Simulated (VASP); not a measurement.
# ZnS (Pm-3m) in VASP: further runs

Runs on ZnS. Level: PBEsol. Tasks: single point, relaxation of cell and atoms.

All numbers are computed with VASP 6.6.1; they aren't measurements. Logs are shortened: lines on timing, memory, paths and dates and some standing lists are left out, and cuts for length are marked.

**1. Starting point**

The structure is cubic, space group Pm-3m (No. 221). The conventional cell has a = 3.132 Å, b = 3.132 Å, c = 3.132 Å, α = 90.00°, β = 90.00°, γ = 90.00°. S (site symmetry m-3m) is surrounded by 8 Zn at 2.71 Å. Zn (site symmetry m-3m) is surrounded by 8 S at 2.71 Å.

The cell was built by a generator and needn't be a form met in nature.

**2. Single point, PBEsol**

Contents of INCAR:

```
SYSTEM = ZnS
PREC = Accurate
ENCUT = 520
EDIFF = 1E-6
ISMEAR = 0
SIGMA = 0.0101
LREAL = .FALSE.
LASPH = .TRUE.
NELM = 100
ALGO = Normal
ISIF = 2
LWAVE = .FALSE.
LCHARG = .TRUE.
GGA = PS
LELF = .TRUE.
LVHAR = .TRUE.
NBANDS = 16
```

Contents of KPOINTS:

```
regular mesh
0
G
  10 10 10
  0 0 0
```

Contents of POSCAR:

```
ZnS
1.0
    3.1321731329      0.0000000000      0.0000000000
    0.0000000000      3.1321731329      0.0000000000
    0.0000000000      0.0000000000      3.1321731329
S Zn
1 1
Direct
    0.0000000000      0.0000000000      0.0000000000
    0.5000000000      0.5000000000      0.5000000000
```

Potentials or basis: VASP PAW PBE potentials, release 64 (S, Zn).

Run with:

```
cat potpaw_PBE.64/S/POTCAR potpaw_PBE.64/Zn/POTCAR > POTCAR
mpirun -np 1 vasp_std > vasp.out
```

OUTCAR:

```text
SYSTEM = ZnS
   PREC = Accurate
   ENCUT = 520
   EDIFF = 1E-6
   ISMEAR = 0
   LREAL = .FALSE.
   LASPH = .TRUE.
   NELM = 100
   ISIF = 2
   GGA = PS

 ion  position               nearest neighbor table
   1  0.000  0.000  0.000-   2 2.71   2 2.71   2 2.71   2 2.71   2 2.71   2 2.71   2 2.71   2 2.71

   2  0.500  0.500  0.500-   1 2.71   1 2.71   1 2.71   1 2.71   1 2.71   1 2.71   1 2.71   1 2.71

  LATTYP: Found a simple cubic cell.
 ALAT       =     3.1321731329

  Lattice vectors:

 A1 = (   3.1321731329,   0.0000000000,   0.0000000000)
 A2 = (   0.0000000000,   3.1321731329,   0.0000000000)
 A3 = (   0.0000000000,   0.0000000000,   3.1321731329)

Analysis of symmetry for initial positions (statically):
=====================================================================
 Subroutine PRICEL returns:
 Original cell was already a primitive cell.

 Routine SETGRP: Setting up the symmetry group for a
 simple cubic supercell.

 Subroutine GETGRP returns: Found 48 space group operations
 (whereof 48 operations were pure point group operations)
 out of a pool of 48 trial point group operations.

The static configuration has the point symmetry O_h .

Analysis of symmetry for dynamics (positions and initial velocities):
=====================================================================
 Subroutine PRICEL returns:
 Original cell was already a primitive cell.

 Routine SETGRP: Setting up the symmetry group for a
 simple cubic supercell.

 Subroutine GETGRP returns: Found 48 space group operations
 (whereof 48 operations were pure point group operations)
 out of a pool of 48 trial point group operations.

The dynamic configuration has the point symmetry O_h .

 Subroutine INISYM returns: Found 48 space group operations
 (whereof 48 operations are pure point group operations),
 and found     1 'primitive' translations

----------------------------------------------------------------------------------------

                                     Primitive cell

  volume of cell :      30.7282

  direct lattice vectors                    reciprocal lattice vectors
     3.132173133  0.000000000  0.000000000     0.319267153  0.000000000  0.000000000
     0.000000000  3.132173133  0.000000000     0.000000000  0.319267153  0.000000000
     0.000000000  0.000000000  3.132173133     0.000000000  0.000000000  0.319267153

  length of vectors
     3.132173133  3.132173133  3.132173133     0.319267153  0.319267153  0.319267153

  position of ions in fractional coordinates (direct lattice)
[... 75 lines left out ...]
   LSORBIT =      F    spin-orbit coupling
   LASPH  =      T    aspherical Exc in radial PAW
   ENCUT  =  520.0 eV  38.22 Ry    6.18 a.u.   5.82  5.82  5.82*2*pi/ulx,y,z
   NELM   =    100;   NELMIN=  2; NELMDL= -5     # of ELM steps
   EDIFF  = 0.1E-05   stopping-criterion for ELM
   LREAL  =      F    real-space projection
   EDIFFG = 0.1E-04   stopping-criterion for IOM
   NSW    =      0    number of steps for IOM
   IBRION =     -1    ionic relax: 0-MD 1-quasi-New 2-CG
   NFREE  =      0    steps in history (QN), initial steepest desc. (CG)
   ISIF   =      2    stress and relaxation
   ISYM   =      2    0-nonsym 1-usesym 2-fastsym
   POTIM  = 0.5000    time-step for ionic-motion
   TEBEG  =    0.0;   TEEND  =   0.0 temperature during run
   PSTRESS=    0.0 pullay stress
   NELECT =      18.0000    total number of electrons
   NUPDOWN=      -1.0000    fix difference up-down
   EMIN   =  10.00;   EMAX   =-10.00  energy-range for DOS
   EFERMI =   0.00;   METHOD = LEGACY
   ISMEAR =     0;   SIGMA  =   0.01  broadening in eV -4-tet -1-fermi 0-gaus
   EFERMI_NEDOS =   21; number of points for ismear=-14 and -15
   IALGO  =     38    algorithm
   IMIX   =      4    mixing-type and parameters
     AMIX     =   0.40;   BMIX     =  1.00
     AMIX_MAG =   1.60;   BMIX_MAG =  1.00
  volume/ion in A,a.u.               =      15.36       103.68
  Fermi-wavevector in a.u.,A,eV,Ry     =   1.369788  2.588523 25.528858  1.876318
  Thomas-Fermi vector in A             =   2.495632
   LORBIT       =      0    0 simple, 1 ext, 2 COOP (PROOUT), +10 PAW based schemes
   GGA     = PS    functional components
   LHFCALC =     F    Hartree Fock is set to
   AEXX    =    0.0000 exact exchange contribution
   IVDW    =     0    specifies the selected vdW correction
   LEPSILON=     F    determine dielectric tensor
   LRPA    =     F    only Hartree local field effects (RPA)
 non-spin polarized calculation
 Gauss-broadening in eV      SIGMA  =   0.01
  energy-cutoff  :      520.00
  volume of cell :       30.73
 maximum number of plane-waves:       852
 NGX is ok and might be reduce to    24
   NGX = 11   NGY = 11   NGZ = 11

 number of electron      17.9999980 magnetization

 Free energy of the ion-electron system (eV)
  ---------------------------------------------------
  ext. energy  EPLUGINS =         0.00000000
  ---------------------------------------------------
  free energy    TOTEN  =        -5.77953673 eV

  energy without entropy =       -5.77946906  energy(sigma->0) =       -5.77950290

 E-fermi :   5.1365     XC(G=0): -11.4828

 val. band max:        5.1134770718   @ k =   0.5000   0.4000   0.1000
 cond. band min:       5.1380168609   @ k =   0.4000   0.0000   0.0000
 fundamental gap:      0.0245397892
 Fermi energy:         5.1365367690

 k-point     1 :       0.0000    0.0000    0.0000
  band No.  band energies     occupation
      1      -9.7378      2.00000
      2      -2.0113      2.00000
      3      -2.0113      2.00000
      4      -1.5524      2.00000
      5      -1.5524      2.00000
      6      -1.5524      2.00000
[... 433 lines left out ...]
      3      -1.9355      2.00000
      4      -1.7609      2.00000
      5      -1.7087      2.00000
      6      -1.5764      2.00000
[... 8 lines left out ...]
     15      17.9879      0.00000
     16      19.7069      0.00000

 [... further k-points ...]
[... 5 lines left out ...]
  --------------------------------------------------------------------------------------
  -------------------------------------------------------------------------------------
  Total        0.0310028      0.0310028      0.0310028     -0.0000000     -0.0000000      0.0000000
  in kB        1.6164960      1.6164960      1.6164960     -0.0000000     -0.0000000      0.0000000
  external PRESSURE =       1.6164960 kB  Pullay stress =       0.0000000 kB

 VOLUME and BASIS-vectors are now :
 -----------------------------------------------------------------------------
  energy-cutoff  :      520.00
  volume of cell :       30.73
      direct lattice vectors                 reciprocal lattice vectors
     3.132173133  0.000000000  0.000000000     0.319267153  0.000000000  0.000000000
     0.000000000  3.132173133  0.000000000     0.000000000  0.319267153  0.000000000
     0.000000000  0.000000000  3.132173133     0.000000000  0.000000000  0.319267153

 POSITION                                       TOTAL-FORCE (eV/Angst)
 -----------------------------------------------------------------------------------
      0.00000      0.00000      0.00000         0.000000      0.000000      0.000000
      1.56609      1.56609      1.56609         0.000000      0.000000      0.000000
 -----------------------------------------------------------------------------------
    total drift:                                0.000000      0.000000     -0.000000

  FREE ENERGIE OF THE ION-ELECTRON SYSTEM (eV)
  ---------------------------------------------------
  free  energy   TOTEN  =        -5.7795367316 eV

  energy  without entropy=       -5.7794690597  energy(sigma->0) =       -5.77950290
```

OSZICAR:

```text
N       E                     dE             d eps       ncg     rms          rms(c)
DAV:   1     0.754257695379E+02    0.75426E+02   -0.84976E+03  1800   0.142E+03
DAV:   2    -0.225542228971E+01   -0.77681E+02   -0.72640E+02  2128   0.256E+02
DAV:   3    -0.622790347630E+01   -0.39725E+01   -0.39203E+01  2176   0.529E+01
DAV:   4    -0.625806245425E+01   -0.30159E-01   -0.30151E-01  2152   0.482E+00
DAV:   5    -0.625831209449E+01   -0.24964E-03   -0.24963E-03  2264   0.438E-01    0.795E+00
DAV:   6    -0.580426093943E+01    0.45405E+00   -0.11283E+00  2344   0.326E+01    0.591E+00
DAV:   7    -0.578597350578E+01    0.18287E-01   -0.15129E-01  2000   0.726E+00    0.304E+00
DAV:   8    -0.577967511846E+01    0.62984E-02   -0.17184E-02  2072   0.124E+00    0.463E-01
DAV:   9    -0.577952139230E+01    0.15373E-03   -0.68959E-04  2672   0.330E-01    0.114E-01
DAV:  10    -0.577953926712E+01   -0.17875E-04   -0.16724E-04  2576   0.209E-01    0.329E-02
DAV:  11    -0.577953692805E+01    0.23391E-05   -0.36628E-05  2312   0.909E-02    0.107E-02
DAV:  12    -0.577953673158E+01    0.19647E-06   -0.46412E-06  2104   0.219E-02
   1 F= -.57795367E+01 E0= -.57795029E+01  d E =-.676719E-04
```

It took 29 s on 1 thread of Intel Xeon Platinum 8375C at 2.90GHz (Ice Lake), shared host; peak memory 0.15 GiB.

What came out:

```
Free energy            : -5.7795 eV
Pressure               : 0.2 GPa
Band gap on the k mesh : none (metal or under the smearing width)
```

Levels at points of the mesh, in eV from the Fermi level:
```csv
k point,band 6,band 7,band 8,band 9,band 10,band 11,band 12,band 13
"(0.00, 0.00, 0.00)",-6.69,-1.34,-1.34,-1.34,-0.27,6.02,6.02,12.68
"(0.50, 0.00, 0.00)",-6.67,-6.15,0.19,0.19,4.00,5.22,7.23,7.23
"(0.50, 0.50, 0.00)",-6.43,-5.61,-5.61,-1.83,0.51,8.69,8.69,9.22
"(0.50, 0.50, 0.50)",-6.52,-2.67,-2.67,-2.67,1.06,1.06,1.06,2.49
```

Caveat: the PAW data sets were made with another functional, which shifts forces and pressure a little.

(Continued in part 2 of 2.)
